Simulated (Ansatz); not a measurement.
Runs of Ansatz 0.2.0 on CoO. It takes space group I4/mmm (No. 139, tetragonal). Conventional cell: a = 3.016 Å, b = 3.016 Å, c = 4.215 Å, α = 90.00°, β = 90.00°, γ = 90.00°. Around Co (site symmetry 4/mmm) lie 6 O at 2.11 to 2.13 Å. O (site symmetry 4/mmm) is surrounded by 6 Co at 2.11 to 2.13 Å. 

| fixed moment (μB) | pressure (GPa) | moment (μB) |
| --- | --- | --- |
| 1.5 | -10.9 | 1.50 |
| 1.0 | (a) | 1.00 |
| 3.0 | 0.8 | 3.00 |
| 2.5 | (b) | 2.50 |
| 2.0 | -7.5 | 2.00 |

Alike in all rows: task single point; level PBE; potentials or basis Ansatz PAW; spin collinear, ferromagnetic start; cell as given; k mesh 10 × 10 × 10; cutoff (eV) 420; smearing fermi-dirac 0.05 eV.

Q: Estimate the missing entries.

A: (a) -13.9; (b) -3.7.

Caveats: the total moment is fixed, so each spin has its own Fermi level; a cell with one magnetic atom can't hold antiferromagnetic order, which such compounds often take; the thresholds are loose for stress.
